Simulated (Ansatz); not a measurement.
AgCl, CsCl type was relaxed with 5 functionals in Ansatz 0.2.0, cell and atoms free, the symmetry of the start kept (meshes: PBE 8×8×8, r2SCAN 6×6×6, PBEsol 6×6×6, LDA 6×6×6, HSE06 4×4×4). Values at 0 K without nuclear motion; spin polarisation is off, and the phase may be a hypothetical one.

The HSE06 result:
```yaml
crystal:
  lattice:
    - [3.42910, 0.00000, 0.00000]
    - [0.00000, 3.42910, 0.00000]
    - [0.00000, 0.00000, 3.42910]
  atoms:
    - { symbol: Ag, position: [0.00000, 0.00000, 0.00000] }
    - { symbol: Cl, position: [0.50000, 0.50000, 0.50000] }
```

The symmetry is Pm-3m (No. 221, cubic); conventional cell a = 3.429 Å, 20.16 Å³ an atom. Ag has 8 Cl at 2.97 Å; Cl has 8 Ag at 2.97 Å.

Task: What lattice does r2SCAN give?

Result: a = 3.396 Å; the volume differs by -2.9 % from HSE06's. Around Ag lie 8 Cl at 2.94 Å; around Cl lie 8 Ag at 2.94 Å.

Task: What lattice does PBE give?

Result: a = 3.431 Å; the volume differs by +0.2 % from HSE06's. Ag has 8 Cl at 2.97 Å; Cl has 8 Ag at 2.97 Å.

Task: Held at the r2SCAN cell, what mean stress do LDA and PBE find, and does its sign point to their own minimum?

Result: Yes. LDA -6.30 GPa, and its relaxed volume is -10.1 % from r2SCAN's; PBE +1.60 GPa, and its relaxed volume is +3.1 % from r2SCAN's. Compression counts positive, so a positive stress asks for a larger cell.
